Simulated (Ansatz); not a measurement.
A crystal relaxed with r2SCAN in Ansatz has space group I-42m (No. 121) and a = 5.670 Å, c = 11.341 Å.

```
atom  site       x       y       z
  Al    2a  0.0000  0.0000  0.0000
  Xx    8i  0.2500  0.2500  0.1249
  Ga    4d  0.0000  0.5000  0.2500
  Ga    2b  0.5000  0.5000  0.0000
```

r2SCAN gives a direct gap of 1.34 eV at Γ. With HSE06 the gap is 1.70 eV and direct, at Γ. The PBE gap is direct at Γ: 0.83 eV. Meshes: r2SCAN 6×6×6, HSE06 4×4×4, PBE 6×6×6.

Question: Which element is Xx?
A. N
B. Sb
C. P
D. As

Answer: D. Xx is As: an ordered 8-atom cell of AlGa3As4 on the zincblende lattice (I-42m). Around Al lie 4 As at 2.45 Å; around As lie 3 Ga at 2.45–2.46 Å and 1 Al at 2.45 Å; around Ga lie 4 As at 2.46 Å; around Ga lie 4 As at 2.45 Å.

No spin polarisation. The prototype was imposed, so other structures may be more stable.

The runs are scalar-relativistic, without spin-orbit coupling.
